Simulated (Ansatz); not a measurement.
# Cd: frozen-core PAW against all-electron methods

```yaml
crystal:
  lattice:
    - [0.00000, 3.34000, 3.34000]
    - [3.34000, 0.00000, 3.34000]
    - [3.34000, 3.34000, 0.00000]
  atoms:
    - { symbol: Cd, position: [0.00000, 0.00000, 0.00000] }
    - { symbol: Cd, position: [0.25000, 0.25000, 0.25000] }
```

Atoms are numbered in the order listed.

The structure comes from a relaxation in the same program, started in the diamond type, and has space group Fd-3m. Whether it is a known phase or the ground state wasn't checked.

All numbers are computed: DFT, PBE, PAW with Ansatz's default frozen-core files, scalar-relativistic (Ansatz 0.2.0); DFT, PBE, all-electron LAPW, scalar-relativistic (Ansatz 0.2.0).

For PAW: a Γ-centred 9×9×9 k mesh, Fermi–Dirac smearing of 0.08 eV, cutoff 420 eV, no spin polarisation. LAPW targets a basis error of 0.25 meV/atom. The Ansatz runs share mesh, smearing and spin set-up. Plane-wave (PAW) pressures include the program's estimate of the Pulay term.

Stress and pressure are positive in compression.

Levels count from the Fermi level.

PAW results:

| quantity | PAW |
| --- | --- |
| pressure (GPa) | -0.01 |
| highest filled level at L (eV) | -2.444 |
| lowest empty level at L (eV) | 2.704 |
| highest filled level at K (eV) | -0.304 |
| lowest empty level at K (eV) | 1.416 |
| highest filled level at Γ (eV) | -6.302 |
| lowest empty level at Γ (eV) | 4.254 |

What does LAPW (all electrons) give for the same quantities?


```tsv
quantity	LAPW
pressure (GPa)	0.00
highest filled level at L (eV)	-2.444
lowest empty level at L (eV)	2.705
highest filled level at K (eV)	-0.304
lowest empty level at K (eV)	1.417
highest filled level at Γ (eV)	-6.303
lowest empty level at Γ (eV)	4.257
```
